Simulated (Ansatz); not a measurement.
# ZnS: the cost of one run

Program: Ansatz 0.2.0. Level of theory: DFT PBE, scalar-relativistic, plane waves, PAW. These are calculated values, not measurements.

2 further runs of the same task are left out: 1 that didn't finish, 1 set aside as unsound or not needed. Runs told in other sessions of the task aren't counted.

**1. Starting point**

The structure is cubic, space group F-43m (No. 216). The conventional cell has a = 5.409 Å, b = 5.409 Å, c = 5.409 Å, α = 90.00°, β = 90.00°, γ = 90.00°. Zn (site symmetry -43m) is surrounded by 4 S at 2.34 Å. Around S (site symmetry -43m) lie 4 Zn at 2.34 Å.

Structure file:

```xyz
4
Lattice="0.0000 -2.7046 -2.7046 0.0000 2.7046 -2.7046 5.4093 0.0000 0.0000" Properties=species:S:1:pos:R:3 pbc="T T T"
Zn    2.7046    0.0000   -2.7046
Zn    0.0000    0.0000    0.0000
S     1.3523    1.3523   -1.3523
S     4.0570   -1.3523   -1.3523
```

The cell is taken as given, not relaxed at this level.

**2. Zero of energy**

The cell is repeated 2 times, 4 atoms in all. Reference values: F = -8445.4623 eV; pressure 1.37 GPa; largest force 0.000 eV/Å; gap on the mesh 2.10 eV. It was computed beforehand with the settings of the runs below.

**3. Setting up a frozen normal mode**

Mode 10 of the phonon run on this cell, counted from the lowest, is frozen in: each atom moves by x times its row below, so x is the largest displacement.

```
atom     ux      uy      uz
 Zn1  0.000  -0.220  -0.220
 Zn2  0.000   0.220   0.220
  S3  0.000   0.707   0.707
  S4  0.000  -0.707  -0.707
```

**4. At x = -0.300 Å**

File input.yaml:

```yaml
crystal:
  lattice:
    - [0.0, -2.70465, -2.70465]
    - [0.0, 2.70465, -2.70465]
    - [5.4093, 0.0, 0.0]
  atoms:
    - { symbol: Zn, position: [0.4755970015, 0.5, 0.5] }
    - { symbol: Zn, position: [0.0244029985, 0.0, 0.0] }
    - { symbol: S, position: [0.0784323422, 0.5, 0.25] }
    - { symbol: S, position: [0.4215676578, 0.0, 0.75] }
basis:
  ecutwfc: 420
kpoints:
  mp_grid: { grid: [8, 8, 6] }
hamiltonian:
  xc: pbe
scf:
  occupations: { method: gaussian, width: 0.05 }
output:
  forces: true
  stress: true
  eigenvalues: true
```

Started as:

```sh
ansatz run input.yaml --threads 2 --pin off --max-ram 5120MiB --backend cpu --events-out ev --progress --plain --runs-dir out
```

**Question.** How long does this run take on 2 threads of Arm Neoverse V1, shared host, and how much memory does it need?

About 9.7 s, with a peak of 0.4 GiB.
